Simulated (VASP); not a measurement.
# ZnS in VASP: notebook

ZnS is run at these levels: PBEsol; tasks: single point.

Everything below comes from runs of VASP 6.6.1. Logs are shortened: lines on timing, memory, paths and dates and some standing lists are left out, and cuts for length are marked.

**Measured values to compare with.**

From a printed reference work, monograph, for a bulk crystal of ZnS at 4 K: band gap 3.911 eV (direct).

The results are compared with them further down.

## 1. The cell of the first run

The structure is hexagonal, space group P6_3mc (No. 186). The conventional cell has a = 3.811 Å, b = 3.811 Å, c = 6.234 Å, α = 90.00°, β = 90.00°, γ = 120.00°. Within 3.1 Å of Zn (site symmetry 3m) lie 4 S at 2.31 to 2.40 Å. Within 3.1 Å of S (site symmetry 3m) lie 4 Zn at 2.31 to 2.40 Å.

## 2. Single point, PBEsol

INCAR

```
PREC     = Accurate       # precision mode
ENCUT    = 520            # plane-wave cutoff, eV
EDIFF    = 1E-6           # SCF threshold, eV
ISMEAR   = -1             # smearing method
SIGMA    = 0.03           # smearing width, eV
LREAL    = False          # projectors in reciprocal space
LASPH    = True           # aspherical terms in the spheres
NELM     = 80             # most SCF steps
ALGO     = Normal         # electronic algorithm
ISIF     = 2              # what is computed and relaxed
LWAVE    = False          # write WAVECAR
LCHARG   = False          # write CHGCAR
GGA      = PS             # functional
NBANDS   = 26             # bands
```

KPOINTS

```
Automatic mesh
0
Gamma
  8 8 5
```

POSCAR

```
ZnS
1.0
    3.8109987816      0.0000000000      0.0000000000
   -1.9054993908      3.3004217586      0.0000000000
    0.0000000000      0.0000000000      6.2340000000
Zn S
2 2
Direct
    0.3333333333      0.6666666667      0.0000000000
    0.6666666667      0.3333333333      0.5000000000
    0.3333333333      0.6666666667      0.3850000000
    0.6666666667      0.3333333333      0.8850000000
```

Potentials or basis: VASP PAW PBE potentials, release 64 (Zn, S).

Command:

```console
$ cat potpaw_PBE.64/Zn/POTCAR potpaw_PBE.64/S/POTCAR > POTCAR
$ mpirun -np 1 vasp_std > vasp.out
```

OUTCAR:

```text
PREC = Accurate
   ENCUT = 520
   EDIFF = 1E-6
   ISMEAR = -1
   LREAL = False
   LASPH = True
   NELM = 80
   ISIF = 2
   GGA = PS

 ion  position               nearest neighbor table
   1  0.333  0.667  0.000-   4 2.31   4 2.31   4 2.31   3 2.40
   2  0.667  0.333  0.500-   3 2.31   3 2.31   3 2.31   4 2.40
   3  0.333  0.667  0.385-   2 2.31   2 2.31   2 2.31   1 2.40
   4  0.667  0.333  0.885-   1 2.31   1 2.31   1 2.31   2 2.40

  LATTYP: Found a hexagonal cell.
 ALAT       =     3.8109987816
 C/A-ratio  =     1.6357916539

  Lattice vectors:

 A1 = (   3.8109987816,   0.0000000000,   0.0000000000)
 A2 = (  -1.9054993908,   3.3004217586,   0.0000000000)
 A3 = (   0.0000000000,   0.0000000000,   6.2340000000)

Analysis of symmetry for initial positions (statically):
=====================================================================
 Subroutine PRICEL returns:
 Original cell was already a primitive cell.

 Routine SETGRP: Setting up the symmetry group for a
 hexagonal supercell.

 Subroutine GETGRP returns: Found 12 space group operations
 (whereof  6 operations were pure point group operations)
 out of a pool of 24 trial point group operations.

The static configuration has the point symmetry C_3v.
 The point group associated with its full space group is C_6v.

Analysis of symmetry for dynamics (positions and initial velocities):
=====================================================================
 Subroutine PRICEL returns:
 Original cell was already a primitive cell.

 Routine SETGRP: Setting up the symmetry group for a
 hexagonal supercell.

 Subroutine GETGRP returns: Found 12 space group operations
 (whereof  6 operations were pure point group operations)
 out of a pool of 24 trial point group operations.

The dynamic configuration has the point symmetry C_3v.
 The point group associated with its full space group is C_6v.

 Subroutine INISYM returns: Found 12 space group operations
 (whereof  6 operations are pure point group operations),
 and found     1 'primitive' translations

----------------------------------------------------------------------------------------

                                     Primitive cell

  volume of cell :      78.4106

  direct lattice vectors                    reciprocal lattice vectors
     3.810998782  0.000000000  0.000000000     0.262398405  0.151495789  0.000000000
    -1.905499391  3.300421759  0.000000000     0.000000000  0.302991579  0.000000000
     0.000000000  0.000000000  6.234000000     0.000000000  0.000000000  0.160410651

  length of vectors
     3.810998782  3.810998782  6.234000000     0.302991579  0.302991579  0.160410651

  position of ions in fractional coordinates (direct lattice)
     0.333333333  0.666666667  0.000000000
     0.666666667  0.333333333  0.500000000
     0.333333333  0.666666667  0.385000000
     0.666666667  0.333333333  0.885000000

  ion indices of the primitive-cell ions
   primitive index   ion index
                 1           1
                 2           2
                 3           3
                 4           4

----------------------------------------------------------------------------------------

 KPOINTS: Automatic mesh

Automatic generation of k-mesh.
 Grid dimensions read from file:
 generate k-points for:    8    8    5

 Generating k-lattice:

  Cartesian coordinates                     Fractional coordinates (reciprocal lattice)
     0.032799801  0.018936974  0.000000000     0.125000000  0.000000000  0.000000000
     0.000000000  0.037873947  0.000000000     0.000000000  0.125000000  0.000000000
     0.000000000  0.000000000  0.032082130     0.000000000  0.000000000  0.200000000

  Length of vectors
     0.037873947  0.037873947  0.032082130

  Shift w.r.t. Gamma in fractional coordinates (k-lattice)
     0.000000000  0.000000000  0.000000000

 Subroutine IBZKPT returns following result:
 ===========================================

 Found     30 irreducible k-points:

 Following reciprocal coordinates:
            Coordinates               Weight
  0.000000  0.000000  0.000000      1.000000
  0.125000  0.000000  0.000000      6.000000
  0.250000  0.000000  0.000000      6.000000
  0.375000 -0.000000  0.000000      6.000000
  0.500000  0.000000  0.000000      3.000000
  0.125000  0.125000  0.000000      6.000000
[... 16 lines left out ...]
  0.250000  0.000000  0.400000     12.000000
  0.375000 -0.000000  0.400000     12.000000
 [... further k-points ...]
   k-points           NKPTS =     30   k-points in BZ     NKDIM =     30   number of bands    NBANDS=     26
   number of dos      NEDOS =    301   number of ions     NIONS =      4
   total plane-waves  NPLWV =  37632
   dimension x,y,z NGX =    28 NGY =   28 NGZ =   48
   dimension x,y,z NGXF=    56 NGYF=   56 NGZF=   96
   ions per type =               2   2
   NGX,Y,Z   is equivalent  to a cutoff of  12.21, 12.21, 12.80 a.u.
   NGXF,Y,Z  is equivalent  to a cutoff of  24.43, 24.43, 25.60 a.u.
 SYSTEM =  unknown system
   PREC   = accura    normal or accurate (medium, high low for compatibility)
   ISTART =      0    job   : 0-new  1-cont  2-samecut
   ICHARG =      2    charge: 1-file 2-atom 10-const
   ISPIN  =      1    spin polarized calculation?
   LNONCOLLINEAR =      F non collinear calculations
   LSORBIT =      F    spin-orbit coupling
   LASPH  =      T    aspherical Exc in radial PAW
   ENCUT  =  520.0 eV  38.22 Ry    6.18 a.u.   7.09  7.09 11.59*2*pi/ulx,y,z
   NELM   =     80;   NELMIN=  2; NELMDL= -5     # of ELM steps
   EDIFF  = 0.1E-05   stopping-criterion for ELM
   LREAL  =      F    real-space projection
   EDIFFG = 0.1E-04   stopping-criterion for IOM
   NSW    =      0    number of steps for IOM
   IBRION =     -1    ionic relax: 0-MD 1-quasi-New 2-CG
   NFREE  =      0    steps in history (QN), initial steepest desc. (CG)
   ISIF   =      2    stress and relaxation
   ISYM   =      2    0-nonsym 1-usesym 2-fastsym
   POTIM  = 0.5000    time-step for ionic-motion
   TEBEG  =    0.0;   TEEND  =   0.0 temperature during run
   PSTRESS=    0.0 pullay stress
   NELECT =      36.0000    total number of electrons
   NUPDOWN=      -1.0000    fix difference up-down
   EMIN   =  10.00;   EMAX   =-10.00  energy-range for DOS
   EFERMI =   0.00;   METHOD = LEGACY
   ISMEAR =    -1;   SIGMA  =   0.03  broadening in eV -4-tet -1-fermi 0-gaus
   EFERMI_NEDOS =   21; number of points for ismear=-14 and -15
   IALGO  =     38    algorithm
   IMIX   =      4    mixing-type and parameters
     AMIX     =   0.40;   BMIX     =  1.00
     AMIX_MAG =   1.60;   BMIX_MAG =  1.00
  volume/ion in A,a.u.               =      19.60       132.29
  Fermi-wavevector in a.u.,A,eV,Ry     =   1.262944  2.386617 21.701656  1.595027
  Thomas-Fermi vector in A             =   2.396326
   LORBIT       =      0    0 simple, 1 ext, 2 COOP (PROOUT), +10 PAW based schemes
   GGA     = PS    functional components
   LHFCALC =     F    Hartree Fock is set to
   AEXX    =    0.0000 exact exchange contribution
   IVDW    =     0    specifies the selected vdW correction
   LEPSILON=     F    determine dielectric tensor
   LRPA    =     F    only Hartree local field effects (RPA)
 non-spin polarized calculation
  energy-cutoff  :      520.00
  volume of cell :       78.41
 maximum number of plane-waves:      2128
   NGX = 15   NGY = 15   NGZ = 23

 number of electron      35.9999977 magnetization

 Free energy of the ion-electron system (eV)
  ---------------------------------------------------
  ext. energy  EPLUGINS =         0.00000000
  ---------------------------------------------------
  free energy    TOTEN  =       -15.14162208 eV

  energy without entropy =      -15.14162208  energy(sigma->0) =      -15.14162208

 E-fermi :   2.6746     XC(G=0):  -9.8696

 val. band max:        2.0701282719   @ k =   0.0000   0.0000   0.0000
 cond. band min:       4.1857239278   @ k =   0.0000   0.0000   0.0000
 fundamental gap:      2.1155956559
 Fermi energy:         2.6746136100

 k-point     1 :       0.0000    0.0000    0.0000
  band No.  band energies     occupation
      1     -11.1393      2.00000
      2     -10.1982      2.00000
      3      -4.3331      2.00000
      4      -4.3331      2.00000
      5      -4.2696      2.00000
      6      -4.2696      2.00000
[... 18 lines left out ...]
     25       9.6167      0.00000
     26      11.2175      0.00000

 k-point     2 :       0.1250    0.0000    0.0000
  band No.  band energies     occupation
      1     -11.0313      2.00000
      2     -10.1360      2.00000
      3      -4.3431      2.00000
      4      -4.3078      2.00000
      5      -4.2629      2.00000
      6      -4.2370      2.00000
[... 18 lines left out ...]
     25      10.1039      0.00000
     26      10.5622      0.00000

 k-point     3 :       0.2500    0.0000    0.0000
  band No.  band energies     occupation
      1     -10.7414      2.00000
      2      -9.9905      2.00000
      3      -4.3481      2.00000
      4      -4.2517      2.00000
      5      -4.2406      2.00000
      6      -4.1550      2.00000
[... 18 lines left out ...]
     25      10.4048      0.00000
     26      10.9049      0.00000

 k-point     4 :       0.3750   -0.0000    0.0000
  band No.  band energies     occupation
      1     -10.3824      2.00000
      2      -9.8726      2.00000
      3      -4.3189      2.00000
      4      -4.2071      2.00000
      5      -4.1803      2.00000
      6      -4.0666      2.00000
[... 18 lines left out ...]
     25      10.7303      0.00000
     26      12.2337      0.00000
[... 496 lines left out ...]
      1     -10.7527      2.00000
      2     -10.4784      2.00000
      3      -4.3366      2.00000
      4      -4.3075      2.00000
      5      -4.2893      2.00000
      6      -4.2675      2.00000
[... 18 lines left out ...]
     25       9.3817      0.00000
     26       9.7136      0.00000

 k-point    23 :       0.2500    0.0000    0.4000
  band No.  band energies     occupation
      1     -10.4996      2.00000
      2     -10.2682      2.00000
      3      -4.3487      2.00000
      4      -4.3092      2.00000
      5      -4.2222      2.00000
      6      -4.1921      2.00000
[... 18 lines left out ...]
     25       9.9124      0.00000
     26      10.4579      0.00000

 k-point    24 :       0.3750   -0.0000    0.4000
  band No.  band energies     occupation
      1     -10.2066      2.00000
      2     -10.0483      2.00000
      3      -4.3313      2.00000
      4      -4.2887      2.00000
      5      -4.1603      2.00000
      6      -4.1164      2.00000
[... 18 lines left out ...]
     25      11.0124      0.00000
     26      11.4085      0.00000

 [... further k-points ...]
[... 5 lines left out ...]
  --------------------------------------------------------------------------------------
  -------------------------------------------------------------------------------------
  Total       -0.2387226     -0.2387226     -1.1435316      0.0000000      0.0000000      0.0000000
  in kB       -4.8778579     -4.8778579    -23.3659644      0.0000000      0.0000000      0.0000000
  external PRESSURE =     -11.0405601 kB  Pullay stress =       0.0000000 kB

 VOLUME and BASIS-vectors are now :
 -----------------------------------------------------------------------------
  energy-cutoff  :      520.00
  volume of cell :       78.41
      direct lattice vectors                 reciprocal lattice vectors
     3.810998782  0.000000000  0.000000000     0.262398405  0.151495789  0.000000000
    -1.905499391  3.300421759  0.000000000     0.000000000  0.302991579  0.000000000
     0.000000000  0.000000000  6.234000000     0.000000000  0.000000000  0.160410651

 POSITION                                       TOTAL-FORCE (eV/Angst)
 -----------------------------------------------------------------------------------
     -0.00000      2.20028      0.00000        -0.000000      0.000000      0.308692
      1.90550      1.10014      3.11700         0.000000     -0.000000      0.308692
     -0.00000      2.20028      2.40009        -0.000000     -0.000000     -0.308692
      1.90550      1.10014      5.51709         0.000000     -0.000000     -0.308692
 -----------------------------------------------------------------------------------
    total drift:                               -0.000000     -0.000000     -0.000101

  FREE ENERGIE OF THE ION-ELECTRON SYSTEM (eV)
  ---------------------------------------------------
  free  energy   TOTEN  =       -15.1416220761 eV

  energy  without entropy=      -15.1416220761  energy(sigma->0) =      -15.14162208
```

Run time: 84 s. Hardware: 1 thread of AMD EPYC 7R43 (Zen 3), shared host; peak memory 0.16 GiB.

Results:

```
Free energy            : -15.1416 eV
Pressure               : -1.1 GPa
Largest force          : 0.309 eV/Å
Band gap on the k mesh : 2.12 eV, direct
```

Forces on the atoms (eV/Å):
```
Zn   0.000  0.000  0.309
Zn   0.000  0.000  0.309
S    0.000  0.000 -0.309
S    0.000  0.000 -0.309
```

Caveat: the PAW data sets were made with another functional, which shifts forces and pressure a little.

## 3. Single point, PBEsol (equal xy, yz and zx shear strains of -1 %)

INCAR

```
ALGO = Normal
EDIFF = 1E-7
ENCUT = 520
GGA = PS
ISIF = 2
ISMEAR = -1
LASPH = T
LCHARG = F
LREAL = F
LWAVE = F
NBANDS = 26
NELM = 100
PREC = Accurate
SIGMA = 0.03
```

KPOINTS

```
k-points
0
Gamma
  8 8 5
```

POSCAR

```
ZnS
1.0
    3.8109987816     -0.0190549939     -0.0190549939
   -1.9220014996      3.3099492556     -0.0069746118
   -0.0311700000     -0.0311700000      6.2340000000
Zn S
2 2
Direct
    0.3333333333      0.6666666667      0.0000000000
    0.6666666667      0.3333333333      0.5000000000
    0.3333333333      0.6666666667      0.3850000000
    0.6666666667      0.3333333333      0.8850000000
```

Potentials or basis: VASP PAW PBE potentials, release 64 (Zn, S).

Command:

```console
$ cat potpaw_PBE.64/Zn/POTCAR potpaw_PBE.64/S/POTCAR > POTCAR
$ mpirun -np 1 vasp_std > vasp.out
```

OUTCAR:

```text
EDIFF = 1E-7
   ENCUT = 520
   GGA = PS
   ISIF = 2
   ISMEAR = -1
   LASPH = T
   LREAL = F
   NELM = 100
   PREC = Accurate

 ion  position               nearest neighbor table
   1  0.333  0.667  0.000-   4 2.30   4 2.32   4 2.33   3 2.40
   2  0.667  0.333  0.500-   3 2.31   3 2.31   3 2.32   4 2.40
   3  0.333  0.667  0.385-   2 2.31   2 2.31   2 2.32   1 2.40
   4  0.667  0.333  0.885-   1 2.30   1 2.32   1 2.33   2 2.40

  LATTYP: Found a triclinic cell.
 ALAT       =     3.7945979120
[... 889 lines left out ...]
     25      11.6437      0.00000
     26      11.8810      0.00000

 [... further k-points ...]
[... 5 lines left out ...]
  --------------------------------------------------------------------------------------
  -------------------------------------------------------------------------------------
  Total       -0.2258556     -0.2280701     -1.1362962      0.2863745      0.1800215      0.1800911
  in kB       -4.6152900     -4.6605440    -23.2198689      5.8519760      3.6786839      3.6801070
  external PRESSURE =     -10.8319010 kB  Pullay stress =       0.0000000 kB

 VOLUME and BASIS-vectors are now :
 -----------------------------------------------------------------------------
  energy-cutoff  :      520.00
  volume of cell :       78.40
      direct lattice vectors                 reciprocal lattice vectors
     3.810998782 -0.019054994 -0.019054994     0.263172915  0.152822054  0.002079975
    -1.922001500  3.309949256 -0.006974612     0.001522647  0.303006805  0.001522647
    -0.031170000 -0.031170000  6.234000000     0.000806124  0.000806124  0.160418713

 POSITION                                       TOTAL-FORCE (eV/Angst)
 -----------------------------------------------------------------------------------
     -0.01100      2.20028     -0.01100         0.093809      0.039138      0.310473
      1.88441      1.07503      3.10197        -0.017354      0.037196      0.308721
     -0.02300      2.18828      2.38909         0.031748     -0.037141     -0.308230
      1.87241      1.06303      5.50206        -0.108203     -0.039193     -0.310963
 -----------------------------------------------------------------------------------
    total drift:                                0.000067      0.000111     -0.000001

  FREE ENERGIE OF THE ION-ELECTRON SYSTEM (eV)
  ---------------------------------------------------
  free  energy   TOTEN  =       -15.1384267285 eV

  energy  without entropy=      -15.1384267285  energy(sigma->0) =      -15.13842673
```

stdout:

```text
POSCAR found type information on POSCAR ZnS
 POSCAR found :  2 types and       4 ions
 scaLAPACK will be used
 -----------------------------------------------------------------------------
|                                                                             |
|                                                                             |
|     You enforced a specific xc type in the INCAR file but a different       |
|     I HOPE YOU KNOW WHAT YOU ARE DOING!                                     |
|                                                                             |
 -----------------------------------------------------------------------------

 LDA part: xc-table for (Slater+PW92), standard interpolation
 POSCAR, INCAR and KPOINTS ok, starting setup
 FFT: planning ... GRIDC
 FFT: planning ... GRID_SOFT
 FFT: planning ... GRID
 WAVECAR not read
 entering main loop
```

Run time: 7.5 min. Hardware: 1 thread of Intel Xeon Platinum 8488C (Sapphire Rapids), shared host; peak memory 0.38 GiB.

What came out:

```yaml
Free_energy: -15.1384 eV
Pressure: -1.1 GPa
Largest_force: 0.332 eV/Å
Band_gap_on_the_k_mesh: 2.08 eV, direct
```

Forces on the atoms (eV/Å):
```
Zn   0.094  0.039  0.310
Zn  -0.017  0.037  0.309
S    0.032 -0.037 -0.308
S   -0.108 -0.039 -0.311
```

Stress tensor (GPa, compression positive):
```
-0.46  0.59  0.37
 0.59 -0.47  0.37
 0.37  0.37 -2.32
```

Caveat: the cell differs from its parent crystal (equal xy, yz and zx shear strains of -1 %); the PAW data sets were made with another functional, which shifts forces and pressure a little.

(Continued in part 2 of 2.)
